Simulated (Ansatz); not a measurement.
## MoS₂: band masses and rigid-band transport (computed with Ansatz 0.2.0)

Space group R3m (No. 160), 3 atoms in the cell of the first input below: a = 6.394 Å, b = 6.394 Å, c = 6.394 Å, α = 28.63°, β = 28.63°, γ = 28.63°.

The structure is a measured one, not always of the ambient phase, with its volume kept and shape and atoms relaxed (pressure 3.0 GPa with this functional, without spin–orbit coupling). Functional: PBE.

Spin–orbit coupling is left out. Kohn–Sham gap between the band edges found on a fine mesh: 0.88 eV.

Levels at points 0.012 Å⁻¹ about the band edges give the masses:

```yaml
crystal:
  lattice:
    - [1.5809626933, 0.9127692366, 6.1274902548]
    - [-1.5809626933, 0.9127692366, 6.1274902548]
    - [0.0, -1.8255384732, 6.1274902548]
  atoms:
    - { symbol: Mo, position: [6.3122e-06, 6.3122e-06, 6.3122e-06], spin: 0.05 }
    - { symbol: S, position: [0.7516939149, 0.7516939149, 0.7516939149] }
    - { symbol: S, position: [0.5815997729, 0.5815997729, 0.5815997729] }
basis:
  ecutwfc: 420
  ecutrho_ratio: 4
kpoints:
  mp_grid: { grid: [12, 12, 12] }
hamiltonian:
  xc: pbe
scf:
  occupations: { method: gaussian, width: 0.05 }
  lower_state_search: "off"
output:
  forces: true
  stress: true
  eigenvalues: true
  populations: true
  eigenstates:
    kpoints:
      - [-0.5, -0.5, -0.5]
      - [-0.496980584, -0.503019416, -0.5]
      - [-0.503019416, -0.496980584, -0.5]
      - [-0.498256739, -0.498256739, -0.503486522]
      - [-0.501743261, -0.501743261, -0.496513478]
      - [-0.488297356, -0.488297356, -0.488297356]
      - [-0.511702644, -0.511702644, -0.511702644]
      - [-0.496632279, -0.500902378, -0.502465343]
      - [-0.503367721, -0.499097622, -0.497534657]
      - [-0.489589931, -0.493860031, -0.491724981]
      - [-0.510410069, -0.506139969, -0.508275019]
      - [-0.490492309, -0.490492309, -0.494190324]
      - [-0.509507691, -0.509507691, -0.505809676]
      - [-0.490493742, -0.493980264, -0.495256419]
      - [-0.509506258, -0.506019736, -0.504743581]
      - [0.0, 0.181818182, -0.181818182]
      - [0.003019416, 0.178798765, -0.181818182]
      - [-0.003019416, 0.184837598, -0.181818182]
      - [0.001743261, 0.183561443, -0.185304703]
      - [-0.001743261, 0.180074921, -0.17833166]
      - [0.011702644, 0.193520826, -0.170115537]
      - [-0.011702644, 0.170115537, -0.193520826]
      - [0.003367721, 0.180915804, -0.184283525]
      - [-0.003367721, 0.18272056, -0.179352839]
      - [0.010410069, 0.187958151, -0.173543163]
      - [-0.010410069, 0.175678212, -0.190093201]
      - [0.009507691, 0.191325873, -0.176008506]
      - [-0.009507691, 0.172310491, -0.187627858]
      - [0.009506258, 0.187837918, -0.177074601]
      - [-0.009506258, 0.175798446, -0.186561762]
    de_dk: true
    e_range: [-1.047582339337, 1.03229126094]
magnetization:
  spin_polarized: true
checkpoint:
  read: start.run
  write: ck
  compress: false
  write_wavefunctions: false
  write_every: 100000
```

```bash
ansatz run input.yaml --threads 4 --pin off --max-ram 9216MiB --backend cpu --events-out ev --progress --plain --runs-dir out
```

start.run is the saved state of an earlier run of the same cell.

Time: 9.3 s on 4 threads of Arm Neoverse V2 (shared host), peak memory 0.63 GiB.

Edges at k = (-0.500, -0.500, -0.500) and (0.000, 0.182, -0.182); masses in electron masses along fixed Cartesian directions (which need not be the axes of a valley), negative for hole-like bands, for at most the three nearest levels of the same spin at these k-points, within 0.3 eV:

```csv
edge,band,from the edge (meV),degeneracy,x,y,z,111
valence,1,0,1,-0.684,-0.684,-0.937,-0.752
conduction,1,0,1,0.759,0.674,0.535,0.709
```

These curvatures agree with the slopes at the same points. They hold at the edge alone, and further out the bands need not be parabolic.

The states of the whole zone with their velocity products:

```yaml
crystal:
  lattice:
    - [1.5809626933, 0.9127692366, 6.1274902548]
    - [-1.5809626933, 0.9127692366, 6.1274902548]
    - [0.0, -1.8255384732, 6.1274902548]
  atoms:
    - { symbol: Mo, position: [6.3122e-06, 6.3122e-06, 6.3122e-06], spin: 0.05 }
    - { symbol: S, position: [0.7516939149, 0.7516939149, 0.7516939149] }
    - { symbol: S, position: [0.5815997729, 0.5815997729, 0.5815997729] }
basis:
  ecutwfc: 420
  ecutrho_ratio: 4
kpoints:
  mp_grid: { grid: [12, 12, 12] }
hamiltonian:
  xc: pbe
scf:
  occupations: { method: gaussian, width: 0.05 }
  lower_state_search: "off"
output:
  forces: true
  stress: true
  eigenvalues: true
  populations: true
  states_by_energy: { minimum_broadening: 0.05 }
magnetization:
  spin_polarized: true
checkpoint:
  read: start.run
  write: ck
  compress: false
  write_wavefunctions: false
  write_every: 100000
```

```bash
ansatz run input.yaml --threads 4 --pin off --max-ram 9216MiB --backend cpu --events-out ev --progress --plain --runs-dir out
```

start.run is the saved state of an earlier run of the same cell.

Time: 6.8 min on 4 threads of Arm Neoverse V2 (shared host), peak memory 1.5 GiB.

From that table, at a constant relaxation time τ with Fermi–Dirac weights and rigid bands:

```csv
T (K),doping (cm⁻³),μ − E_F (eV),σ_xx/τ (10²⁰/Ω m s),S_xx (μV/K),Lorenz (10⁻⁸ V²/K²),"ħω_p,xx (eV)"
600,n 1e19,0.261,0.00338,-517,2.03,0.129
600,p 1e19,-0.369,0.00393,353,1.86,0.139
600,n 1e20,0.385,0.0336,-323,2.03,0.405
600,p 1e20,-0.520,0.0387,168,1.98,0.435
600,n 1e21,0.544,0.317,-154,1.93,1.247
600,p 1e21,-0.876,0.344,50,2.40,1.297
900,n 1e19,0.116,0.00309,-566,3.24,0.123
900,p 1e19,-0.279,0.00387,399,2.87,0.138
900,n 1e20,0.297,0.0303,-381,1.66,0.385
900,p 1e20,-0.482,0.0378,216,1.97,0.430
900,n 1e21,0.503,0.286,-195,1.60,1.183
900,p 1e21,-0.862,0.339,79,2.49,1.288
```

Q: Which of the dopings listed at 600 K has the largest power factor S²σ/τ along x?

A: n 1e19: 0.9, p 1e19: 0.49, n 1e20: 3.5, p 1e20: 1.1, n 1e21: 7.6, p 1e21: 0.85 (10¹¹ W/m K² s), so n 1e21 cm⁻³, if τ is the same for all.

Caveats: a Lorenz number over 3 comes from carriers at unlike energies: both signs excited across the gap, or a second valley or band; melting, decomposition and changes of phase at these temperatures weren't checked; no dispersion term, layers or molecules are underbound; no scattering is computed, and the gap isn't corrected; starting moments were lost.

The gap is indirect, as is known for bulk MoS₂. The valence maximum lies at the zone boundary along the stacking axis and the conduction minimum about midway between Γ and K. Both edges disperse appreciably across the layers, which fits the usual mixing of Mo d and S p states, including S p_z, that couples neighbouring layers. The gap is smaller than measured, as expected of a semilocal functional, and this probably exaggerates minority-carrier effects at light doping and 900 K.

At equal doping σ/τ differs little between electrons and holes, so the n-type advantage in power factor comes from the Seebeck coefficient. Electrons share several symmetry-equivalent valleys, whereas the valence maximum is a single one. This probably explains why μ moves further with hole doping and why S falls to 50 μV/K at p 1e21 and 600 K. Since this stacking lacks inversion symmetry, spin–orbit coupling would split the conduction valleys and could reduce that advantage.
